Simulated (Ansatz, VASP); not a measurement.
Ca: VASP beside Ansatz

Contents of INCAR:

```
  PREC = Accurate
  ENCUT = 520
  EDIFF = 1E-7
  ISMEAR = 0
  SIGMA = 0.1
  LREAL = False
  LASPH = True
  NELM = 100
  ALGO = Normal
  ISIF = 2
  LWAVE = False
  LCHARG = False
  GGA = PS
  NBANDS = 11
```

File KPOINTS:

```
regular mesh
0
Gamma
  6 6 6
```

File POSCAR:

```
Ca
1.0
   -2.1205539259      2.1205539259      1.9396966357
    2.1205539259     -2.1205539259      1.9396966357
    2.1205539259      2.1205539259     -1.9396966357
Ca
1
Direct
    0.0000000000      0.0000000000      0.0000000000
```

Input for Ansatz:

```yaml
crystal:
  lattice:
    - [-2.1205539259, 2.1205539259, 1.9396966357]
    - [2.1205539259, -2.1205539259, 1.9396966357]
    - [2.1205539259, 2.1205539259, -1.9396966357]
  atoms:
    - { symbol: Ca, position: [0.0, 0.0, 0.0] }
basis:
  ecutwfc: 420
kpoints:
  mp_grid: { grid: [6, 6, 6] }
hamiltonian:
  xc: pbesol
scf:
  occupations: { method: gaussian, width: 0.1 }
output:
  forces: true
  stress: true
  eigenvalues: true
```

Alike in both runs: task single point; functional PBEsol; k mesh 6 × 6 × 6; occupations gaussian, width 0.1 eV; no spin polarisation.

|  | VASP | Ansatz |
| --- | --- | --- |
| version | VASP 6.6.1 | Ansatz 0.2.0 |
| potentials or method | VASP PAW PBE potentials, release 64 (Ca_sv) | scalar-relativistic, plane waves, PAW |
| plane-wave cutoff (eV) | 520 | 420 |
| valence electrons in the cell | 10 | 10 |

VASP gave:

* gap on the k mesh at the Fermi level (eV): none
* pressure (GPa): 3.1
* largest component of the traceless stress (GPa): 0.44

Problem. Which values does Ansatz return?

Solution. gap on the k mesh at the Fermi level (eV): none; pressure (GPa): 3.1; largest component of the traceless stress (GPa): 0.42.

A gap of «none» marks a metal or a gap that the smearing closes.

Caveats: the k mesh is coarse (spacing up to 0.37 Å⁻¹), so the values aren't converged; the PAW data sets were made with another functional, which shifts forces and pressure a little (VASP).
